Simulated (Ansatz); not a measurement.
The cell is a 3-atom cell of CaF2 started from a crystallographic database; cell and atoms were relaxed with r2SCAN. It is cubic, Fm-3m (No. 225); conventional cell a = 5.439 Å, 13.41 Å³ an atom. Ca is surrounded by 8 F at 2.36 Å; F is surrounded by 4 Ca at 2.36 Å.

```yaml
crystal:
  lattice:
    - [0.00000, 2.71959, 2.71959]
    - [2.71959, 0.00000, 2.71959]
    - [2.71959, 2.71959, 0.00000]
  atoms:
    - { symbol: Ca, position: [0.00000, 0.00000, 0.00000] }
    - { symbol: F, position: [0.25000, 0.25000, 0.25000] }
    - { symbol: F, position: [0.75000, 0.75000, 0.75000] }
```

3 runs of Ansatz on this cell differ in the functional (and in the settings that go with it). Levels are in eV from each run's valence top; v1 is the last filled band, c1 the first empty one.

Run A, mean stress +3.3 GPa (compression positive):
```tsv
point	v2	v1	c1	c2
Γ	-0.26	-0.26	7.38	9.22
X	-0.37	0.00	8.16	9.59
U	-0.44	-0.10	8.42	9.79
L	-0.84	-0.84	9.44	9.44
W	-0.28	-0.09	8.49	9.81
```

Run B, mean stress -5.5 GPa (compression positive):
```tsv
point	v2	v1	c1	c2
Γ	-0.26	-0.26	7.00	9.09
X	-0.38	0.00	7.92	9.51
U	-0.45	-0.10	8.18	9.70
L	-0.86	-0.86	9.32	9.32
W	-0.29	-0.09	8.25	9.72
```

Run C, mean stress -0.4 GPa (compression positive):
```tsv
point	v2	v1	c1	c2
Γ	-0.28	-0.28	12.40	15.27
X	-0.38	0.00	13.65	15.72
U	-0.48	-0.10	13.95	15.91
L	-0.93	-0.93	15.51	15.51
W	-0.28	-0.10	14.02	16.01
```

Q: Match the runs to LDA, PBE, DDH-PBE0.

A: A is PBE, B is LDA, C is DDH-PBE0. In order of the gap: LDA 7.00, PBE 7.38, DDH-PBE0 12.40 eV.

No spin polarisation and no zero-point or thermal motion.

The program warns that its thresholds are loose for a hybrid's stress.

The meshes of the hybrids are coarse, so their gaps aren't converged to the digits shown.
